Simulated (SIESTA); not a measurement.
Pb:

```
Pb
1.0
     0.00000    2.47502    2.47502
     2.47502    0.00000    2.47502
     2.47502    2.47502    0.00000
Pb
1
Direct
  0.00000 0.00000 0.00000
```

Program: SIESTA 5.4.2. Alike in all runs: task band structure; no spin polarisation; cell as given; k mesh 9 × 9 × 9; smearing fermi-dirac 0.05 eV; grid cutoff 500 Ry; energy shift 0.003 Ry.

Question: Order these runs on this cell by their pressure, lowest first.
A. level LDA; potentials or basis PseudoDojo 0.4 standard (LDA files), DZP (energy shift 0.003 Ry; two zetas on semicore shells)
B. level BLYP; potentials or basis PseudoDojo 0.4 standard (PBE files), DZP (energy shift 0.003 Ry; two zetas on semicore shells)
C. level PBEsol; potentials or basis PseudoDojo 0.4 standard (PBEsol files), DZP (energy shift 0.003 Ry; two zetas on semicore shells)

Answer: A (-1.6 GPa), C (0.0 GPa), B (6.3 GPa).

Caveats: the basis of atomic orbitals isn't converged, which shifts pressures, moduli and gaps; the potentials were made for another functional, which shifts forces and pressure (some runs).

Runs at the PBE level aren't shown here.
